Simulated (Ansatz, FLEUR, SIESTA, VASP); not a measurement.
C: programs and potentials compared

```
C
1.0
     2.52210    0.00000    0.00000
    -1.26105    2.18420    0.00000
     0.00000    0.00000    8.23710
C
8
Direct
  0.66667 0.33333 0.84375
  0.33333 0.66667 0.34375
  0.66667 0.33333 0.65625
  0.33333 0.66667 0.15625
  0.00000 0.00000 0.90625
  0.00000 0.00000 0.40625
  0.00000 0.00000 0.59375
  0.00000 0.00000 0.09375
```

Alike in all runs: task band structure; functional PBE; k mesh 12 × 12 × 4; occupations fermi-dirac, width 0.05 eV; no spin polarisation; no spin-orbit coupling. Pressure is positive in compression and, in plane waves, holds the error of the finite cutoff, which Ansatz's Pulay term estimates and takes out. Gaps are the smaller of the mesh's and the band path's.

| program and potentials | plane-wave cutoff (eV) | notes | band gap (eV) | pressure (GPa) | largest force (eV/Å) |
| --- | --- | --- | --- | --- | --- |
| Ansatz, SSSP efficiency PAW | 612 | Pulay term of +0.21 GPa included | 4.43 | 2.74 | 0.329 |
| Ansatz, SPMS NC | 1034 | Pulay term of +0.81 GPa included | 4.47 | 2.75 | 0.329 |
| SIESTA, files PseudoDojo sr-pbe-0.4.1-standard, TZDP (energy shift 0.01 Ry) | - | atomic basis | 4.64 | 11.29 | 0.306 |
| SIESTA, files PseudoDojo sr-pbe-0.4.1-standard, TZDP (energy shift 0.002 Ry) | - | atomic basis | 4.62 | 5.12 | 0.333 |
| SIESTA, files PseudoDojo sr-pbe-0.4.1-standard, DZP (energy shift 0.003 Ry) | - | atomic basis | 4.56 | 10.80 | 0.331 |
| VASP, PBE PAW files C_GW, 600 eV | 600 | - | 4.41 | 2.11 | 0.328 |
| Ansatz, PseudoDojo stringent (PBE files) | 1116 | - | ? | ? | ? |
| Ansatz, Ansatz PAW (files of its older set among them) | 820 | - | 4.42 | 2.23 | 0.328 |
| FLEUR, all-electron, FLAPW | - | - | 4.42 | - | - |

Question: Estimate from the other rows what the run with Ansatz, PseudoDojo stringent (PBE files) gave.

Answer: Band gap 4.47 eV; pressure 2.62 GPa; largest force 0.329 eV/Å. Its pressure holds a Pulay term of +0.20 GPa. The other rows, which needn't bracket it: band gap 4.41 to 4.64; pressure 2.11 to 11.29; largest force 0.306 to 0.333.
